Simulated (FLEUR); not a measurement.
Au: equation of state with PBE

Au:

```
Au
1.0
     0.00000    2.03500    2.03500
     2.03500    0.00000    2.03500
     2.03500    2.03500    0.00000
Au
1
Direct
  0.00000 0.00000 0.00000
```

* Program: FLEUR MaX-R8.1 (later development tree)
* Task: equation of state
* Functional: PBE
* Potentials or basis: all-electron
* Basis: FLAPW
* Kmax: 5 1/bohr
* k mesh: 11 × 11 × 11
* Occupations: fermi-dirac, width 0.05 eV
* Spin: no spin polarisation

* Equilibrium volume: 17.97 Å³/atom (rough: see the caveat)
* Bulk modulus: 141 GPa (rough)

Energy against volume, from the lowest point:
```
volume (Å³/atom)  energy (meV/atom)
          15.843             147.28
          16.181              99.35
          16.855              34.98
          17.529               4.78
          17.866               0.00
```

Caveat: the minimum lies outside the volumes run. The run has no spin-orbit coupling, so splittings on Au are missing.
